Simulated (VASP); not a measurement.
Here is a VASP 6.6.1 calculation.

The input POSCAR:

```
KCl
1.0
    0.0000000000      3.1464700000      3.1464700000
    3.1464700000      0.0000000000      3.1464700000
    3.1464700000      3.1464700000      0.0000000000
K Cl
1 1
Direct
    0.0000000000      0.0000000000      0.0000000000
    0.5000000000      0.5000000000      0.5000000000
```

Contents of INCAR.step1:

```
SYSTEM = KCl
ALGO     = Normal         ! electronic algorithm
EDIFF    = 1E-5           ! SCF threshold, eV
ENCUT    = 600            ! plane-wave cutoff, eV
GGA      = PE             ! functional
ISMEAR   = -1             ! smearing method
LASPH    = .TRUE.         ! aspherical terms in the spheres
LCHARG   = .FALSE.        ! write CHGCAR
LREAL    = .FALSE.        ! projectors in reciprocal space
LWAVE    = .TRUE.         ! write WAVECAR
NELM     = 60             ! most SCF steps
PREC     = Accurate       ! precision mode
SIGMA    = 0.05           ! smearing width, eV
```

File INCAR.step2:

```
SYSTEM = KCl
AEXX     = 1.0            ! exact-exchange fraction
AGGAC    = 0.0          
ALDAC    = 0.0          
ALGO     = Normal         ! electronic algorithm
EDIFF    = 1E-6           ! SCF threshold, eV
EDIFFG   = -0.01          ! ionic threshold
ENCUT    = 600            ! plane-wave cutoff, eV
GGA      = PE             ! functional
HFRCUT   = -1           
IBRION   = 2              ! ionic algorithm
ISIF     = 3              ! what is computed and relaxed
ISMEAR   = -1             ! smearing method
ISTART   = 1            
LASPH    = .TRUE.         ! aspherical terms in the spheres
LCHARG   = .FALSE.        ! write CHGCAR
LHFCALC  = .TRUE.         ! exact exchange
LREAL    = .FALSE.        ! projectors in reciprocal space
LWAVE    = .FALSE.        ! write WAVECAR
NELM     = 60             ! most SCF steps
NSW      = 60             ! ionic steps
PREC     = Accurate       ! precision mode
PRECFOCK = Fast         
SIGMA    = 0.05           ! smearing width, eV
```

The input KPOINTS:

```
k-points
0
G
  4 4 4
  0 0 0
```

Potentials or basis: VASP PAW PBE potentials, release 64 (K_sv, Cl).

Command:

```bash
$ cat potpaw_PBE.64/K_sv/POTCAR potpaw_PBE.64/Cl/POTCAR > POTCAR
$ cp INCAR.step1 INCAR
$ mpirun -np 1 vasp_std > vasp.out
$ cp INCAR.step2 INCAR
$ mpirun -np 1 vasp_std > vasp.out
```

**Question.** Predict the space group after relaxing (to 0.05 Å).

**Answer.** Fm-3m (No. 225).

**Question.** What does it give for the band gap on the k mesh?

**Answer.** 12.88 eV, direct.

**Question.** Predict the relaxed cell.

**Answer.** a = 4.625 Å, b = 4.625 Å, c = 4.625 Å, α = 60.00°, β = 60.00°, γ = 60.00°.

**Question.** What does it give for the relaxed volume?

**Answer.** 34.98 Å³/atom.

Final structure:
```xyz
2
Lattice="0.0000 3.2704 3.2704 3.2704 0.0000 3.2704 3.2704 3.2704 0.0000" Properties=species:S:1:pos:R:3 pbc="T T T"
K     0.0000    0.0000    0.0000
Cl    3.2704    3.2704    3.2704
```

Caveat: the k mesh is coarse (spacing up to 0.43 Å⁻¹), so the values aren't converged, least of all with exact exchange; the PAW data sets were made with another functional, which shifts forces and pressure a little; the volume moved by +12 % from the deposited cell, more than functionals usually miss. Zero-point motion and thermal expansion aren't in these numbers.
